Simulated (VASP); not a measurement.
# ZnCu (Pm-3m) in VASP: a series of runs, part 2 of 2

VASP 6.6.1. Earlier steps stand in the parts before.

## (3) Single point, BLYP+D3 (atoms moved at random, drawn with an rms of 0.02 Å)

Contents of INCAR:

```
AGGAC = 1.0
AGGAX = 1.0
ALDAC = 0.0
ALDAX = 1.0
ALGO = Fast
EDIFF = 1E-6
ENCUT = 520
GGA = B5
ISIF = 2
ISMEAR = 1
IVDW = 11
LASPH = True
LCHARG = False
LREAL = False
LWAVE = False
NBANDS = 22
NELM = 100
PREC = Accurate
SIGMA = 0.2
VDW_S6 = 1.0
VDW_S8 = 1.682
VDW_SR = 1.094
VDW_SR8 = 1.0
```

Contents of KPOINTS:

```
k-points
0
Gamma
  9 9 9
```

Contents of POSCAR:

```
ZnCu
1.0
    2.9450000000      0.0000000000      0.0000000000
    0.0000000000      2.9450000000      0.0000000000
    0.0000000000      0.0000000000      2.9450000000
Zn Cu
1 1
Cartesian
    1.4732244700      1.4526035800      1.4804603350
    0.0056602900      0.0137826000      0.0205384300
```

Potentials or basis: VASP PAW PBE potentials, release 64 (Zn, Cu_pv).

Command:

```bash
$ cat potpaw_PBE.64/Zn/POTCAR potpaw_PBE.64/Cu_pv/POTCAR > POTCAR
$ mpirun -np 1 vasp_std > vasp.out
```

It took 55 s on 1 thread of Intel Xeon 6975P-C (Granite Rapids), shared host; peak memory 0.3 GiB.

The run converged. Its results:

```
Free energy                : -4.9587 eV
Pressure                   : -4.8 GPa
Largest force              : 0.151 eV/Å
Band gap on the k mesh     : none (metal or under the smearing width)
Dispersion energy per atom : -0.788 eV
```

Forces on the atoms (eV/Å):
```
Zn   0.021  0.140  0.053
Cu  -0.021 -0.140 -0.053
```

Stress tensor (GPa, compression positive):
```
-4.75  0.02  0.01
 0.02 -4.84  0.05
 0.01  0.05 -4.79
```

Levels at points of the mesh, in eV from the Fermi level:
| k point | band 13 | band 14 | band 15 | band 16 | band 17 | band 18 |
| --- | --- | --- | --- | --- | --- | --- |
| (0.00, 0.00, 0.00) | -2.93 | -2.92 | 6.09 | 6.09 | 6.10 | 11.47 |

Caveat: the PAW data sets were made with another functional, which shifts forces and pressure a little; pairwise dispersion overbinds metals, which lowers pressure and volume.

## (4) Relaxation of the atoms, RPBE (atoms moved at random, drawn with an rms of 0.15 Å)

Contents of INCAR:

```
SYSTEM = ZnCu
PREC = Accurate ; ENCUT = 520
EDIFF = 1E-7 ; ISMEAR = 1
SIGMA = 0.2 ; LREAL = .False.
LASPH = .True. ; NELM = 100
ALGO = Normal ; ISIF = 2
LWAVE = .False. ; LCHARG = .False.
GGA = RP ; IBRION = 2
NSW = 60 ; EDIFFG = -0.01
```

Contents of KPOINTS:

```
regular mesh
0
Gamma
  9 9 9
  0 0 0
```

Contents of POSCAR:

```
ZnCu
1.0
    2.9450000000      0.0000000000      0.0000000000
    0.0000000000      2.9450000000      0.0000000000
    0.0000000000      0.0000000000      2.9450000000
Zn Cu
1 1
Selective dynamics
Direct
    0.4705940000      0.4661110000      0.5046460000  F F F
   -0.0322800000     -0.0142080000     -0.0082380000  T T T
```

Potentials or basis: VASP PAW PBE potentials, release 64 (Zn, Cu).

Command:

```bash
$ cat potpaw_PBE.64/Zn/POTCAR potpaw_PBE.64/Cu/POTCAR > POTCAR
$ mpirun -np 1 vasp_std > vasp.out
```

Wall time 80 s (1 thread of Intel Xeon 6975P-C (Granite Rapids), shared host); peak memory 0.27 GiB.

The run converged. Its results:

```yaml
Free_energy: -4.1157 eV
Energy_gained_by_relaxing: 6.4 meV/atom
Ionic_steps: 3
Pressure_after_relaxing: 7.4 GPa
Band_gap_on_the_k_mesh: none (metal or under the smearing width)
```

The path:
| step | energy change (eV) | largest force (eV/Å) | pressure (GPa) |
| --- | --- | --- | --- |
| 1 | 0.0000 | 0.3693 | 7.68 |
| 2 | -0.0057 | 0.2740 | 7.53 |
| 3 | -0.0128 | 0.0044 | 7.41 |

Final structure:
```xyz
2
Lattice="2.9450 0.0000 0.0000 0.0000 2.9450 0.0000 0.0000 0.0000 2.9450" Properties=species:S:1:pos:R:3 pbc="T T T"
Zn    1.3859    1.3727    1.4862
Cu    2.8584    2.8460    0.0135
```

Levels at points of the mesh, in eV from the Fermi level:
| k point | band 10 | band 11 | band 12 | band 13 | band 14 | band 15 |
| --- | --- | --- | --- | --- | --- | --- |
| (0.00, 0.00, 0.00) | -2.80 | -2.80 | 6.18 | 6.18 | 6.18 | 11.12 |

Caveat: the PAW data sets were made with another functional, which shifts forces and pressure a little.

## (5) Single point, RPBE

Contents of INCAR:

```
SYSTEM = ZnCu
PREC = Accurate
ENCUT = 520
EDIFF = 1E-7
ISMEAR = 0
SIGMA = 0.02
LREAL = .FALSE.
LASPH = .TRUE.
NELM = 100
ALGO = Normal
ISIF = 2
LWAVE = .FALSE.
LCHARG = .TRUE.
GGA = RP
LELF = .TRUE.
LVHAR = .TRUE.
```

Contents of KPOINTS:

```
Automatic mesh
0
G
  9 9 9
  0 0 0
```

Contents of POSCAR:

```
ZnCu
1.0
    2.9450000000      0.0000000000      0.0000000000
    0.0000000000      2.9450000000      0.0000000000
    0.0000000000      0.0000000000      2.9450000000
Zn Cu
1 1
Direct
    0.5000000000      0.5000000000      0.5000000000
    0.0000000000      0.0000000000      0.0000000000
```

Potentials or basis: VASP PAW PBE potentials, release 64 (Zn, Cu_pv).

Command:

```bash
$ cat potpaw_PBE.64/Zn/POTCAR potpaw_PBE.64/Cu_pv/POTCAR > POTCAR
$ mpirun -np 1 vasp_std > vasp.out
```

OUTCAR:

```text
SYSTEM = ZnCu
   PREC = Accurate
   ENCUT = 520
   EDIFF = 1E-7
   ISMEAR = 0
   LREAL = .FALSE.
   LASPH = .TRUE.
   NELM = 100
   ISIF = 2
   GGA = RP

 ion  position               nearest neighbor table
   1  0.500  0.500  0.500-   2 2.55   2 2.55   2 2.55   2 2.55   2 2.55   2 2.55   2 2.55   2 2.55

   2  0.000  0.000  0.000-   1 2.55   1 2.55   1 2.55   1 2.55   1 2.55   1 2.55   1 2.55   1 2.55

  LATTYP: Found a simple cubic cell.
 ALAT       =     2.9450000000

  Lattice vectors:

 A1 = (   2.9450000000,   0.0000000000,   0.0000000000)
[... 693 lines left out ...]

  FORCE on cell =-STRESS in cart. coord.  units (eV):
  Direction    XX          YY          ZZ          XY          YZ          ZX
  --------------------------------------------------------------------------------------
  -------------------------------------------------------------------------------------
  Total        0.9623390      0.9623390      0.9623390      0.0000000      0.0000000     -0.0000000
  in kB       60.3646608     60.3646608     60.3646608      0.0000000      0.0000000     -0.0000000
  external PRESSURE =      60.3646608 kB  Pullay stress =       0.0000000 kB

 VOLUME and BASIS-vectors are now :
 -----------------------------------------------------------------------------
  energy-cutoff  :      520.00
  volume of cell :       25.54
      direct lattice vectors                 reciprocal lattice vectors
     2.945000000  0.000000000  0.000000000     0.339558574  0.000000000  0.000000000
     0.000000000  2.945000000  0.000000000     0.000000000  0.339558574  0.000000000
     0.000000000  0.000000000  2.945000000     0.000000000  0.000000000  0.339558574

 POSITION                                       TOTAL-FORCE (eV/Angst)
 -----------------------------------------------------------------------------------
      1.47250      1.47250      1.47250         0.000000      0.000000      0.000000
      0.00000      0.00000      0.00000         0.000000      0.000000      0.000000
 -----------------------------------------------------------------------------------
    total drift:                                0.000000      0.000000     -0.000000

  FREE ENERGIE OF THE ION-ELECTRON SYSTEM (eV)
  ---------------------------------------------------
  free  energy   TOTEN  =        -4.1309585583 eV

  energy  without entropy=       -4.1309118769  energy(sigma->0) =       -4.13093522
```

stdout:

```text
POSCAR found type information on POSCAR ZnCu
 POSCAR found :  2 types and       2 ions
 scaLAPACK will be used
 -----------------------------------------------------------------------------
|                                                                             |
|                                                                             |
|     You enforced a specific xc type in the INCAR file but a different       |
|     I HOPE YOU KNOW WHAT YOU ARE DOING!                                     |
|                                                                             |
 -----------------------------------------------------------------------------

 LDA part: xc-table for (Slater+PW92), standard interpolation
 POSCAR, INCAR and KPOINTS ok, starting setup
 FFT: planning ... GRIDC
 FFT: planning ... GRID_SOFT
 FFT: planning ... GRID
 WAVECAR not read
 entering main loop
```

Run time: 14 s. Hardware: 1 thread of Intel Xeon Platinum 8488C (Sapphire Rapids), shared host; peak memory 0.14 GiB.

What came out:

```
Free energy            : -4.1310 eV
Pressure               : 6.0 GPa
Band gap on the k mesh : none (metal or under the smearing width)
```

Caveat: the PAW data sets were made with another functional, which shifts forces and pressure a little.

## (6) Single point, RPBE

Contents of run.py:

```python
from ase.calculators.vasp import Vasp
from ase.dft.bandgap import bandgap
from ase.spacegroup import crystal

atoms = crystal(
    ['Zn', 'Cu'],
    basis=[[0.5, 0.5, 0.5], [0.0, 0.0, 0.0]],
    spacegroup=221,
    setting=1,
    cellpar=[2.945, 2.945, 2.945, 90.0, 90.0, 90.0],
    primitive_cell=True,
)
calc = Vasp(
    directory='calc',
    xc='rpbe',
    pp='PBE',
    setups='materialsproject',
    prec='Accurate',
    encut=520,
    ediff=1e-07,
    ismear=0,
    sigma=0.02,
    lreal=False,
    lasph=True,
    nelm=80,
    algo='Normal',
    isif=2,
    lwave=False,
    lcharg=False,
    kpts=[9, 9, 9],
    gamma=True,
)
atoms.calc = calc

print('energy (eV):', atoms.get_potential_energy())
print('free energy (eV):', atoms.get_potential_energy(force_consistent=True))
print('forces (eV/A):')
print(atoms.get_forces())
print('stress (eV/A^3, Voigt):', atoms.get_stress())
print('Fermi level (eV):', calc.get_fermi_level())
gap, top, bottom = bandgap(calc)
print('band gap (eV):', gap, 'from (spin, k, band)', top, 'to', bottom)
```

Potentials or basis: VASP PAW PBE potentials, release 64 (Zn, Cu_pv).

Command:

```bash
$ python run.py
```

Wall time 22 s (1 thread of Intel Xeon Platinum 8488C (Sapphire Rapids), shared host); peak memory 0.14 GiB.

Results (log left out):

```yaml
Free_energy: -4.1310 eV
Pressure: 6.0 GPa
Band_gap_on_the_k_mesh: none (metal or under the smearing width)
```

Levels at points of the mesh, in eV from the Fermi level:
```csv
k point,band 10,band 11,band 12,band 13,band 14,band 15,band 16,band 17,band 18
"(0.00, 0.00, 0.00)",-3.70,-3.70,-2.84,-2.84,-2.84,6.10,6.10,6.10,11.06
```

Caveat: the PAW data sets were made with another functional, which shifts forces and pressure a little.

## (7) The reference run

An earlier run on the cell as given: functional PBE; potentials or basis VASP PAW PBE potentials, release 64 (Zn, Cu); cutoff 520 eV; k mesh 9 × 9 × 9; occupations fermi-dirac, width 0.05 eV; no spin polarisation.

* Pressure: 3.1 GPa
* Band gap on the k mesh: none (metal or under the smearing width)

## (8) Overview

| task | level | potentials or basis | cell | cutoff (eV) | smearing | atoms held fixed (from 0) | gap on the mesh (eV) | pressure (GPa) |
| --- | --- | --- | --- | --- | --- | --- | --- | --- |
| single point | PBE | VASP PAW PBE potentials, release 64 (Zn_GW, Cu_GW) | as given | 550 | gaussian 0.1 eV | - | none | 1.9 |
| single point | BLYP+D3 | VASP PAW PBE potentials, release 64 (Zn, Cu_pv) | atoms moved at random, drawn with an rms of 0.02 Å | 520 | methfessel-paxton 0.2 eV | - | none | -4.8 |
| relaxation of the atoms | RPBE | VASP PAW PBE potentials, release 64 (Zn, Cu) | atoms relaxed from: atoms moved at random, drawn with an rms of 0.15 Å | 520 | methfessel-paxton 0.2 eV | [0] | none | 7.4 |
| single point | RPBE | VASP PAW PBE potentials, release 64 (Zn, Cu_pv) | as given | 520 | gaussian 0.02 eV | - | none | 6.0 |
| single point | PBE | VASP PAW PBE potentials, release 64 (Zn, Cu) | as given | 520 | fermi-dirac 0.05 eV | - | none | 3.1 |

Alike in all rows: no spin polarisation; k mesh 9 × 9 × 9.

Caveats: the PAW data sets were made with another functional, which shifts forces and pressure a little (some runs); pairwise dispersion overbinds metals, which lowers pressure and volume (some runs).

Total energies depend on the potentials used, so only differences within one code and one set of settings carry meaning.
